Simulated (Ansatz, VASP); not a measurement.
## Two plane-wave programs on As

```
As
1.0
     2.70368    0.00000    0.00000
     0.00000    2.70368    0.00000
     0.00000    0.00000    2.70368
As
1
Direct
  0.50000 0.50000 0.50000
```

This isn't the form of As at room conditions, which is rhombohedral.

Alike in both runs: task single point; functional HSE(alpha, omega); k mesh 5 × 5 × 5; occupations fermi-dirac, width 0.05 eV; no spin polarisation.

|  | VASP | Ansatz |
| --- | --- | --- |
| version | VASP 6.6.1 | Ansatz 0.2.0 |
| potentials or method | VASP PAW PBE potentials, release 64 (As) | Ansatz PAW |
| plane-wave cutoff (eV) | 520 | 420 |
| valence electrons in the cell | 5 | 15 |

VASP gave:

```
gap on the k mesh at the Fermi level (eV) : none
pressure (GPa)                            : -2.2
```

Question: What did Ansatz give for the same quantities?

Answer: gap on the k mesh at the Fermi level (eV): none; pressure (GPa): -1.5.

A gap of «none» marks a metal or a gap that the smearing closes. With one functional, cell and mesh, what is left measures potentials, basis and numerics. The two sets of potentials don't hold the same shells in valence.

Caveats: the k mesh is coarse (spacing up to 0.46 Å⁻¹), so the values aren't converged, least of all with exact exchange; the PAW data sets were made with another functional, which shifts forces and pressure a little (VASP); the PAW data sets come from PBE, with cores solved anew for the run's functional, which leaves a small shift of forces and pressure (Ansatz); the thresholds are loose for stress (Ansatz).
